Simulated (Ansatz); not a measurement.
Calculated Ta-181 nuclear quadrupole resonance for TaN at a changed volume

Cell: a structure deposited in the COD, relaxed with PBE at fixed cell and then changed (volume scaled by 0.96, ions relaxed).

```yaml
crystal:
  lattice:
    - [2.89829, 0.00000, 0.00000]
    - [-1.44915, 2.50999, 0.00000]
    - [0.00000, 0.00000, 2.84404]
  atoms:
    - { symbol: Ta, position: [0.33333, 0.66667, 0.50000] }
    - { symbol: N, position: [0.00000, 0.00000, 0.00000] }
```

Atom numbers follow the list; atoms alike are taken as one site, whose name carries the number of the first.

The numbers come from a DFT calculation in Ansatz (PBE, plane waves and PAW, scalar-relativistic, collinear spin, 420 eV cutoff, Γ-centred 18×18×16 k-points, Fermi–Dirac smearing 0.05 eV). Start moments as typed (μB): 2 on each Ta, none on the rest.

Ta-181: I = 7/2, Q = 3170 mb (year-2017 value). Static lattice, zero field.

(1) The simulated lines lie at 25.4, 50.8, 76.2 MHz. What are |C_Q|, η and |V_zz| at Ta?

## Answers

(1) For I = 7/2 and η = 0 the lines are |C_Q|/14 times 1, 2 and 3; η shifts the lowest up most. Here |C_Q| = 355 MHz, η = 0.00 and |V_zz| = 4.64 × 10²¹ V/m². The calculation gives V_zz positive; the lines don't show the sign. The site has 6 N at 2.20 Å.

An axis of threefold or higher order runs through Ta, so V_zz lies along it and η is zero.

The run finds no gap above 0.1 eV (a metal, or nearly one), so the gradients can move by 10 % or more with the k-mesh. Without spin–orbit coupling the gradients at and beside Ta can be off by some per cent, at some sites by more. With these PAW files V_zz is typically within 2 to 3 % of all-electron values, but misses above 10 % occur on Ta. At this changed cell the PBE pressure is 21 GPa. The start moments die out, and the run ends without spin.

The relaxation (1 step) took 25 s of wall time (24 s of CPU time) and 0.59 GiB at its peak, on 1 thread of Intel Xeon 6975P-C (Granite Rapids) (x86_64; 16 cores open to the job, memory cap 3.0 GiB, no GPU), a shared host with a load of 2.1 a core.
